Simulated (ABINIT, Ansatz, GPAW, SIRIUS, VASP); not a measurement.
**Bi2Se3: 6 runs at one level of theory**

```
CELL_PARAMETERS angstrom
2.07150 1.19598 9.54533
-2.07150 1.19598 9.54533
0.00000 -2.39196 9.54533
ATOMIC_POSITIONS crystal
Bi 0.59920 0.59920 0.59920
Bi 0.40080 0.40080 0.40080
Se 0.78830 0.78830 0.78830
Se 0.21170 0.21170 0.21170
Se 0.00000 0.00000 0.00000
```

Alike in all runs: task single point; functional PBE; k mesh 8 × 8 × 8; occupations fermi-dirac, width 0.05 eV; no spin polarisation; no spin-orbit coupling. Pressure is positive in compression and, in plane waves, holds the error of the finite cutoff, which Ansatz's Pulay term estimates and takes out.

```tsv
program and potentials	plane-wave cutoff (eV)	notes	pressure (GPa)	largest force (eV/Å)
ABINIT, JTH PAW PBE v2.0	599	9.6 valence electrons an atom on average	2.50	0.162
Ansatz, all-electron LAPW, scalar-relativistic	-	-	2.56	0.160
VASP, PBE PAW files Bi_d, Se, 520 eV	520	9.6 valence electrons an atom on average	2.57	0.172
SIRIUS, PseudoDojo 0.4.1 PBE standard (scalar relativistic)	1177	15.6 valence electrons an atom on average	2.62	0.185
Ansatz, Ansatz PAW (earlier soft set)	420	15.6 valence electrons an atom on average	2.54	0.158
GPAW, GPAW PAW data sets (gpaw-data 1.2.1)	600	9.6 valence electrons an atom on average	2.48	0.168
```

Force on atom 1 (Bi), eV/Å:

| program and potentials | x | y | z |
| --- | --- | --- | --- |
| ABINIT, JTH PAW PBE v2.0 | 0.000 | 0.000 | 0.162 |
| Ansatz, all-electron LAPW, scalar-relativistic | 0.000 | 0.000 | 0.158 |
| VASP, PBE PAW files Bi_d, Se, 520 eV | 0.000 | 0.000 | 0.168 |
| SIRIUS, PseudoDojo 0.4.1 PBE standard (scalar relativistic) | 0.000 | 0.000 | 0.178 |
| Ansatz, Ansatz PAW (earlier soft set) | 0.000 | 0.000 | 0.157 |
| GPAW, GPAW PAW data sets (gpaw-data 1.2.1) | 0.000 | 0.000 | 0.168 |

The pressure spans 2.48 (GPAW, GPAW PAW data sets (gpaw-data 1.2.1)) to 2.62 GPa (SIRIUS, PseudoDojo 0.4.1 PBE standard (scalar relativistic)), with all-electron results at 2.56.

Differences between rows come from potentials, basis sets and numerical settings, since the functional is the same but for its coding. Runs on potential files found faulty are left out.
